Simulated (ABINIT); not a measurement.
**BAs (F-43m): G0W0 in ABINIT against the screening cutoff in the self-energy**

Wanted: the cheapest screening cutoff in the self-energy that holds the gap of BAs (F-43m).

Method: PBE and many-body steps on it, plane waves, in ABINIT 10.8.3.

Most raw output is cut from this account.

## Step 1: The structure

The structure is cubic, space group F-43m (No. 216). The conventional cell has a = 4.777 Å, b = 4.777 Å, c = 4.777 Å, α = 90.00°, β = 90.00°, γ = 90.00°. Nearest to B lie 4 As at 2.07 Å. As has 4 B at 2.07 Å nearest. Farther neighbours are not listed.

The cell and positions come from the Crystallography Open Database and are kept as given unless a step says otherwise.

## Step 2: Screening, 6×6×6 mesh, 253 bands, screening to 326.5 eV

This step: ABINIT 10.8.3; RPA screening on PBE, plane waves, norm-conserving pseudopotentials.

The RPA dielectric matrix is built and inverted for each q.

run.abi reads:

```
acell 3*1.0 Angstrom
rprim 
  -0.000000000000 2.388500000000 2.388500000000
  2.388500000000 -0.000000000000 2.388500000000
  2.388500000000 2.388500000000 -0.000000000000
ntypat 2
znucl 5 33
natom 2
typat 1 2
xred 
  0.000000000000 0.000000000000 0.000000000000
  0.250000000000 0.250000000000 0.250000000000
pp_dirpath "pseudos"
pseudos "B.upf, As.upf"
ecut 38
ngkpt 6 6 6
nshiftk 1
shiftk 0 0 0
kptopt 1
chksymbreak 0
istwfk *1
occopt 1
irdwfk 1
optdriver 3
nband 253
ecuteps 12
inclvkb 2
awtr 1
symchi 1
indata_prefix "in"
outdata_prefix "out"
tmpdata_prefix "tmp"
```

Run with:

```bash
$ OMP_NUM_THREADS=1 mpirun -n 4 abinit run.abi > log
```

Elapsed: 7.5 min, on 4 MPI ranks of Arm Neoverse V1, shared host; peak memory 2 GiB; 30 min of CPU time.

Numbers from this step:

- ε∞ with local fields, on this mesh, along the program's q direction: 10.49
- the same without local fields: 11.49
- plasma frequency: 30.18 eV
- plane waves in the screening matrix: 339

Local fields lower ε∞ by 9 %.

## Step 3: 1.2 Ha

This step: G0W0 on PBE, plane waves, norm-conserving pseudopotentials.

Changes to run.abi since step 2:

```diff
@@ -23,8 +23,17 @@
 irdwfk 1
-optdriver 3
+optdriver 4
 nband 253
-ecuteps 12
-inclvkb 2
-awtr 1
-symchi 1
+gwcalctyp 0
+ecutsigx 38
+symsigma 1
+nkptgw 2
+kptgw 
+  0.0000000000 0.0000000000 0.0000000000
+  0.3333333333 0.3333333333 0.0000000000
+bdgw 
+  7 12
+  8 11
+ecuteps 1.2
+irdscr 1
+ppmodel 1
 indata_prefix "in"
```

Wall time 6.9 s (4 MPI ranks); peak memory 1.3 GiB; 27 s of CPU time.

Numbers from this step:

```yaml
g0w0_gap_on_the_points_computed: 1.883 eV
starting_gap_on_the_mesh: 1.294 eV
k_of_the_valence_top: 0, 0, 0
k_of_the_conduction_bottom: 0.3333, 0.3333, 0
z_at_the_valence_top: 0.819
z_at_the_conduction_bottom: 0.824
least_direct_g0w0_gap_on_the_computed_points: 3.876 eV
```

## Step 4: 2.4 Ha

Changes to run.abi since step 3:

```diff
@@ -35,3 +35,3 @@
   8 11
-ecuteps 1.2
+ecuteps 2.4
 irdscr 1
```

It took 7.3 s on 4 MPI ranks; peak memory 1.3 GiB.

This step gave:

* G0W0 gap on the points computed: 1.928 eV
* starting gap on the mesh: 1.294 eV
* k of the valence top: 0, 0, 0
* k of the conduction bottom: 0.3333, 0.3333, 0
* Z at the valence top: 0.813
* Z at the conduction bottom: 0.82
* least direct G0W0 gap on the computed points: 3.907 eV

## Step 5: 4.2 Ha

The self-energy is evaluated for the states that the input lists, and the levels follow from it, in one-shot runs by the linearised quasiparticle equation.

Changes to run.abi since step 4:

```diff
@@ -35,3 +35,3 @@
   8 11
-ecuteps 2.4
+ecuteps 4.2
 irdscr 1
```

The job ended after 10 s (4 MPI ranks; peak memory 1.3 GiB; 41 s of CPU time).

This step gave:

* G0W0 gap on the points computed: 2.105 eV
* starting gap on the mesh: 1.294 eV
* k of the valence top: 0, 0, 0
* k of the conduction bottom: 0.3333, 0.3333, 0
* least direct G0W0 gap on the computed points: 4.037 eV

The gap on the mesh goes from 1.29 eV to 2.10 eV, a correction of +0.81 eV.

## Step 6: 6 Ha

Changes to run.abi since step 5:

```diff
@@ -35,3 +35,3 @@
   8 11
-ecuteps 4.2
+ecuteps 6
 irdscr 1
```

The job ended after 22 s (4 MPI ranks; peak memory 1.5 GiB; 86 s of CPU time).

Numbers from this step:

```
G0W0 gap on the points computed              : 2.177 eV
starting gap on the mesh                     : 1.294 eV
k of the valence top                         : 0, 0, 0
k of the conduction bottom                   : 0.3333, 0.3333, 0
least direct G0W0 gap on the computed points : 4.1 eV
```

Against the run before, the gap moves by +0.072 eV.

## Step 7: 9 Ha

Changes to run.abi since step 6:

```diff
@@ -35,3 +35,3 @@
   8 11
-ecuteps 6
+ecuteps 9
 irdscr 1
```

Elapsed: 63 s, on 4 MPI ranks; peak memory 1.9 GiB; 4.2 min of CPU time.

This step gave:

| Item | Value |
| --- | --- |
| G0W0 gap on the points computed | 2.207 eV |
| starting gap on the mesh | 1.294 eV |
| k of the valence top | 0, 0, 0 |
| k of the conduction bottom | 0.3333, 0.3333, 0 |
| least direct G0W0 gap on the computed points | 4.121 eV |

Against the run before, the gap moves by +0.030 eV.

## Step 8: 12 Ha

Changes to run.abi since step 7:

```diff
@@ -35,3 +35,3 @@
   8 11
-ecuteps 9
+ecuteps 12
 irdscr 1
```

Elapsed: 1.7 min, on 4 MPI ranks; peak memory 2.1 GiB.

This step gave:

- G0W0 gap on the points computed: 2.211 eV
- starting gap on the mesh: 1.294 eV
- k of the valence top: 0, 0, 0
- k of the conduction bottom: 0.3333, 0.3333, 0
- least direct G0W0 gap on the computed points: 4.124 eV

Against the run before, the gap moves by +0.004 eV.

## Step 9: Side by side

Times are wall times on 4 MPI ranks of Arm Neoverse V1, shared host, good to a factor of about two. A run's time includes the screening step that it read.

```csv
run,mesh,bands,screening cutoff (eV),DFT gap (eV),gap on the mesh (eV),direct (eV),ε∞ used,time
1.2 Ha,6×6×6,253,32.7,1.294,1.883,3.876,10.49,7.6 min
2.4 Ha,6×6×6,253,65.3,1.294,1.928,3.907,10.49,7.6 min
4.2 Ha,6×6×6,253,114.3,1.294,2.105,4.037,10.49,7.6 min
6 Ha,6×6×6,253,163.3,1.294,2.177,4.100,10.49,7.8 min
9 Ha,6×6×6,253,244.9,1.294,2.207,4.121,10.49,8.5 min
12 Ha,6×6×6,253,326.5,1.294,2.211,4.124,10.49,9.2 min
```

## Step 10: Results

- 1.2 Ha: 1.883 eV
- 2.4 Ha: 1.928 eV
- 4.2 Ha: 2.105 eV
- 6 Ha: 2.177 eV
- 9 Ha: 2.207 eV
- 12 Ha: 2.211 eV
- known limits: not at the basis limit; exchange with frozen shells missing; no spin-orbit coupling

The setting moved: screening cutoff in the self-energy. From 1.2 Ha to 12 Ha the gap moves by +0.33 eV. It holds to 0.03 eV from 9 Ha on. Bands and screening cutoff are coupled, so a series along one setting does not show full convergence. Bands and cutoff are finite, so the gap is not at the basis limit. The miss can reach some tenths of an eV and take either sign; the mesh is an error of its own. In the G0W0 runs levels were corrected at 2 k points alone, so a gap called «on the mesh» is the least over those, and an edge elsewhere would be missed. The norm-conserving file of at least one element keeps a d shell over frozen s and p shells of the same row. Exchange with those shells is missing from the self-energy, an error of 0.3 to 0.9 eV in cases checked, whose sign depends on which edge lies on those atoms. The many-body steps are scalar-relativistic: spin-orbit coupling is not in them.

[Paths, hosts, dates, memory and timing lines, banners, echoed tables and standing remarks are left out of the program output.]

[Logs are printed without paths, hosts, clocks, repeated set-up lines and the standing remarks that a program may print on its own settings, such as how far it seeks lower states.]

[Runs of the session that timed out or met a known fault of the program may be left out.]

[Hosts, paths, dates, database ids (printed as entryN), source tags and the programs' standing remarks are cut or masked in the printed files.]

[G0W0 gaps are taken among the corrected bands and points alone; a level outside them can change the order at an edge.]

[Where Ansatz stands beside ABINIT at settings called matched, ABINIT's density can come from a denser mesh and the files from another edition; pairs whose starting gaps differed by over 0.03 eV were left out, so agreement reads better than it is.]
